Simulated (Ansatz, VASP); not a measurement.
This is a calculation of CoO for Ansatz 0.2.0.

input.yaml

```yaml
crystal:
  lattice:
    - [1.4747370529, 0.8514398345, 2.3901185036]
    - [-1.4747370529, 0.8514398345, 2.3901185036]
    - [0.0, -1.702879669, 2.3901185036]
  atoms:
    - { symbol: Co, position: [0.0, 0.0, 0.0], spin: 2.0 }
    - { symbol: O, position: [0.5, 0.5, 0.5] }
kpoints:
  mp_grid: { grid: [11, 11, 11] }
scf:
  occupations: { method: fermi_dirac, width: 0.05 }
hamiltonian:
  xc: pbesol
  pseudopotentials: { kind: all_electron, lapw: { basis_error: 0.001 } }
magnetization:
  spin_polarized: true
output:
  forces: true
  stress: true
  eigenvalues: true
```

Potentials or basis: all-electron LAPW, scalar-relativistic.

Command:

```bash
$ ansatz run input.yaml --threads 2 --pin off --max-ram 6144MiB --backend cpu --events-out ev --progress --plain --runs-dir out
```

Question: Set up the same calculation for VASP 6.6.1. Potentials there: VASP PAW PBE potentials, release 64 (Co, O).

Answer: As run (the cutoff follows the program's own potentials):

File INCAR:

```
  PREC = Accurate
  ENCUT = 520
  EDIFF = 1E-7
  ISMEAR = -1
  SIGMA = 0.05
  LREAL = F
  LASPH = T
  NELM = 150
  ALGO = Normal
  ISIF = 2
  LWAVE = F
  LCHARG = F
  ISPIN = 2
  MAGMOM = 2 0
  LORBIT = 11
  LMAXMIX = 4
  GGA = PS
  NBANDS = 18
```

File KPOINTS:

```
regular mesh
0
Gamma
  11 11 11
```

Contents of POSCAR:

```
CoO
1.0
    1.4747370529      0.8514398345      2.3901185036
   -1.4747370529      0.8514398345      2.3901185036
    0.0000000000     -1.7028796690      2.3901185036
Co O
1 1
Direct
    0.0000000000      0.0000000000      0.0000000000
    0.5000000000      0.5000000000      0.5000000000
```

Potentials or basis: VASP PAW PBE potentials, release 64 (Co, O).

The run is started by

```console
$ cat potpaw_PBE.64/Co/POTCAR potpaw_PBE.64/O/POTCAR > POTCAR
$ mpirun -np 1 vasp_std > vasp.out
```

Both were run:

|  | VASP | Ansatz | Ansatz less VASP |
| --- | --- | --- | --- |
| gap on the k mesh at the Fermi level (eV) | none | none | - |
| pressure (GPa) | 0.8 | 1.4 | +0.67 |
| largest component of the traceless stress (GPa) | 0.40 | 0.42 | +0.027 |
| net moment per atom (μB) | 1.37 | 1.39 | +0.020 |
| size of the moment on the site where the two differ most (μB) | 2.42 | 2.46 | +0.042 |

Site moments also hang on the region over which each program counts them. A gap of «none» marks a metal or a gap that the smearing closes. Ansatz ran all-electron here, so the differences hold the error of VASP's frozen core and of both bases.

Caveats: a cell with one magnetic atom can't hold antiferromagnetic order, which such compounds often take; semilocal functionals often make such compounds metallic where correlation or magnetic order opens a gap, which also shifts bond lengths; the PAW data sets were made with another functional, which shifts forces and pressure a little (VASP).
